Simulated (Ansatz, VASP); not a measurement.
# Cross-check of BAs between VASP and Ansatz, part 2 of 2

Wanted: the spread between two codes on one cell, functional and k mesh. The cell is a member of a volume series, scaled by 0.985 from a relaxed one, so a pressure remains.

VASP 6.6.1 and Ansatz 0.2.0.

So far. Step 3 (Ansatz: single point, PBE, volume scaled by 0.985): The run ends at a pressure of 1.39 GPa. Step 6 (Ansatz: single point, PBEsol with D3(BJ), volume scaled …): The run ends at a pressure of -3.07 GPa.

## (8) VASP: single point, BLYP, volume scaled by 1.015

Level of this step: BLYP; plane waves and PAW (As, B) (VASP).

A single point gives forces, pressure and levels at one fixed geometry, so differences don't come from the geometry; what else differs is listed under the comparison. The cell compared in this pair holds 29.51 Å³, against 27.06 Å³ for the pair before.

The input asks for a relaxation, which ended at its first step since no free force or stress exceeded the threshold; so it serves as a single point.

Contents of INCAR:

```
SYSTEM = BAs
PREC = Accurate
ENCUT = 450
EDIFF = 1E-06
NELM = 100
ISMEAR = 0
SIGMA = 0.03
LREAL = .FALSE.
ALGO = Normal
GGA = B5
ALDAX = 1
AGGAX = 1
AGGAC = 1
ALDAC = 0
NBANDS = 10
LORBIT = 11
LWAVE = .FALSE.
LCHARG = .FALSE.
KPAR = 4
IBRION = 2
NSW = 30
ISIF = 4
EDIFFG = -0.01
```

Contents of POSCAR:

```
BAs
1.0
    0.0000000000      2.4526009182      2.4526009182
    2.4526009182      0.0000000000      2.4526009182
    2.4526009182      2.4526009182      0.0000000000
As B
1 1
Direct
    0.7500000000      0.7500000000      0.7500000000
    0.0000000000      0.0000000000      0.0000000000
```

Contents of KPOINTS:

```
Automatic mesh
0
Gamma
8 8 8
0 0 0
```

PAW data sets: As and B (PBE family, release 64).

Command:

```bash
> mpirun -np 4 vasp_std
```

Numbers of over 12 decimals in the logs are rounded to 6 here.

The log of the run:

```text
[banner, memory and clock lines left out]
running    4 mpi-ranks, on    1 nodes
[...]
[... a notice as in an earlier step ...]

 LDA part: xc-table for (Slater(with rela. corr.)+VWN5), standard interpolation
 POSCAR, INCAR and KPOINTS ok, starting setup
[...]
entering main loop
       N       E                     dE             d eps       ncg     rms          rms(c)
DAV:   1     0.111921468321E+02    0.11192E+02   -0.33670E+03   580   0.618E+02
DAV:   2    -0.100173191249E+02   -0.21209E+02   -0.20509E+02   818   0.967E+01
DAV:   3    -0.106478214120E+02   -0.63050E+00   -0.62877E+00   684   0.162E+01
DAV:   4    -0.106501584692E+02   -0.23371E-02   -0.23368E-02   692   0.108E+00
[...]
DAV:  10    -0.100677096959E+02   -0.11033E-03   -0.20773E-04   614   0.107E-01    0.160E-02
DAV:  11    -0.100677124769E+02   -0.27810E-05   -0.34091E-06   718   0.153E-02    0.130E-02
DAV:  12    -0.100677121336E+02    0.34334E-06   -0.19474E-06   606   0.733E-03
   1 F= -.10067712E+02 E0= -.10067712E+02  d E =-.100677E+02
[...]
reached required accuracy - stopping structural energy minimisation
```

OUTCAR, selected parts (step 8):

```text
  Total       -0.3116104     -0.3116104     -0.3116104      0.0000000      0.0000000      0.0000000
  in kB      -16.9204502    -16.9204502    -16.9204502      0.0000000      0.0000000      0.0000000
  external PRESSURE =     -16.9204502 kB  Pullay stress =       0.0000000 kB

 POSITION                                       TOTAL-FORCE (eV/Angst)
 -----------------------------------------------------------------------------------
      3.67890      3.67890      3.67890        -0.000000     -0.000000     -0.000000
      0.00000      0.00000      0.00000         0.000000      0.000000      0.000000
 -----------------------------------------------------------------------------------
    total drift:                               -0.000000     -0.000000     -0.000000

  FREE ENERGIE OF THE ION-ELECTRON SYSTEM (eV)
  ---------------------------------------------------
  free  energy   TOTEN  =       -10.0677121336 eV

  energy  without entropy=      -10.0677121336  energy(sigma->0) =      -10.06771213

[... 2 parts as in an earlier step ...]

[... 2 further parts left out ...]
[key lines of the parts left out:]
E-fermi :   5.8743
```

## (9) Ansatz: single point, BLYP, volume scaled by 1.015

The same cell, functional (in two slightly different forms), mesh and smearing now go to Ansatz, which takes its cutoff from its data sets.

The cell is a member of a volume series, scaled by 1.015 from a relaxed one, so a pressure remains.

Contents of input.yaml:

```yaml
crystal:
  lattice:
    - [0.0, 2.45260092, 2.45260092]
    - [2.45260092, 0.0, 2.45260092]
    - [2.45260092, 2.45260092, 0.0]
  atoms:
    - { symbol: As, position: [0.75, 0.75, 0.75] }
    - { symbol: B, position: [0.0, 0.0, 0.0] }
hamiltonian:
  xc: blyp
  pseudopotentials: { kind: paw }
kpoints:
  mp_grid: { grid: [8, 8, 8] }
scf:
  occupations: { method: gaussian, width: 0.03 }
  n_extra_bands: 4
output:
  forces: true
  stress: true
  eigenvalues: true
```

Command:

```bash
> ansatz run input.yaml --threads 2 --pin off --max-ram 4608MiB --backend cpu --events-out ev --progress --plain --runs-dir out
```

The log of the run:

```text
[...]
Crystal: 2 atoms, lattice volume = 29.506 Å³
Basis set: ecut = 420 eV, 561 PW (Γ), exchange–correlation on 48×48×48 points (8 copies of the dense FFT grid, shifted against one another)
Bands: 13, of which v1, the nominal top of the filled ones, is band 9 counted from 1 (8 counted from 0)
Symmetry: 24 space group operations
[...]
k-points: 29 of 512 (time reversal used)
[...]
--- Band table (eV; the first three rows and the last of 29) ---
  k-point 0: bands = [... 5 lower, -4.3641, 10.2650, 10.2650, 10.2650, 13.5319, 13.5319, 13.5319, 13.8922]
  k-point 1: bands = [... 5 lower, -4.1297, 8.3995, 9.8775, 9.8775, 13.3681, 14.0491, 14.0491, 15.4691]
  k-point 2: bands = [... 5 lower, -3.4526, 5.6406, 9.2304, 9.2304, 12.9729, 14.8224, 14.8224, 17.5999]
  k-point 28: bands = [... 5 lower, -0.5693, 2.6592, 5.3857, 5.6611, 15.6725, 15.7966, 16.8676, 17.1260]
[key lines of the parts left out:]
SCF converged after 6 iterations
Free energy (F): -5023.019659 eV
Fermi energy:    11.000760 eV
P = ⅓ Tr σ = -2.2998 GPa (-22.998 kbar)
```

The job ended after 0.83 s (2 threads of Arm Neoverse V1, shared host; peak memory 0.28 GiB).

The run ends at a pressure of -2.30 GPa.

## (10) Comparison

What differs besides the data sets and the points named for the pairs above, as far as they apply: VASP's log shows a relativistic correction to its local exchange, Ansatz's none. Total energies have different zeros and are not compared.

The two programs side by side:

```csv
quantity,Ansatz,VASP,difference
pressure (GPa),-2.30,-1.69,-0.61
pressure without Ansatz's Pulay correction (GPa),-2.40,-1.69,-0.71
gap on the k mesh (eV),1.472,1.471,+0.001
```

A gap on the mesh is an upper bound, since the band edges may lie between its points. Ansatz's pressure holds a Pulay correction of 0.10 GPa; VASP's holds none.

## (11) Summary of results

```yaml
difference_in_gap_on_the_k_mesh_single_point_pbe_volume_scaled_by_0p985: 0.012 eV
difference_in_pressure_single_point_pbe_volume_scaled_by_0p985: -0.68 GPa
difference_in_gap_on_the_k_mesh_single_point_pbesol_with_d3_bj_volume_scaled_by_1p015: 0.013 eV
difference_in_pressure_single_point_pbesol_with_d3_bj_volume_scaled_by_1p015: -0.93 GPa
difference_in_gap_on_the_k_mesh_single_point_blyp_volume_scaled_by_1p015: 9.2e-4 eV
difference_in_pressure_single_point_blyp_volume_scaled_by_1p015: -0.61 GPa
```

**Reading.** The difference in pressure is -0.93 GPa (single point, PBEsol with D3(BJ), volume scaled by 1.015), within the 1 GPa picked in this series as the mark of a large difference. 3 further runs of this series are not shown here. How closely two codes agree says nothing of how well the functional describes the real material.

[Lines on the potential files, build, host, timing and source positions are cut from VASP's logs without a mark.]

[Logs are printed without paths, hosts, clocks, repeated set-up lines and the standing remarks that a program may print on its own settings, such as how far it seeks lower states.]

[Hosts, paths, dates, database ids (printed as entryN), source tags and the programs' standing remarks are cut or masked in the printed files.]
